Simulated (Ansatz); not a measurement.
## Ni under changes of volume

One of the cells (10.569 Å³/atom); the others are scaled copies at fixed shape and fractional positions:

```
Ni
1.0
     2.44802    0.00000    0.00000
    -1.22401    2.12005    0.00000
     0.00000    0.00000    4.07281
Ni
2
Direct
  0.66667 0.33333 0.75000
  0.33333 0.66667 0.25000
```

This isn't the form of Ni at room conditions, which is fcc.

```yaml
Program: Ansatz 0.2.0
Functional: PBE0
Potentials_or_basis: Ansatz PAW
Cutoff: "420 eV (not typed: the program's choice for these potentials)"
k_mesh: 6 × 6 × 4
Occupations: fermi-dirac, width 0.05 eV
Spin: collinear spin, ferromagnetic start
Starting_moments: "[1.0, 1.0] μB"
```

| volume (Å³/atom) | energy over the lowest point (meV/atom) | pressure (GPa) | moment (μB per cell) |
| --- | --- | --- | --- |
| 9.935 | 27.37 | 14.9 | 1.43 |
| 10.146 | 11.47 | 9.2 | 1.43 |
| 10.357 | ? | ? | ? |
| 10.569 | 0.00 | -0.2 | 1.43 |
| 10.780 | 3.09 | -4.1 | 1.44 |
| 10.992 | 4.65 | -7.1 | 1.53 |
| 11.203 | 16.12 | -10.2 | 1.53 |

Problem. What does the run at 10.357 Å³/atom give?

Solution. Energy over the lowest point 2.64 meV/atom; pressure 4.2 GPa; moment 1.43 μB per cell.

The energies don't lie on one smooth curve, so no fit is given. The run at 10.780 Å³/atom lies farthest off, from a change of basis, grid or state.

Energies are extrapolated to zero smearing.

Caveats: all runs use coarse meshes; the magnetic or orbital state may not be the lowest; the PAW data sets come from PBE, with cores solved anew for the run's functional, which leaves a small shift of forces and pressure; the thresholds are loose for stress.
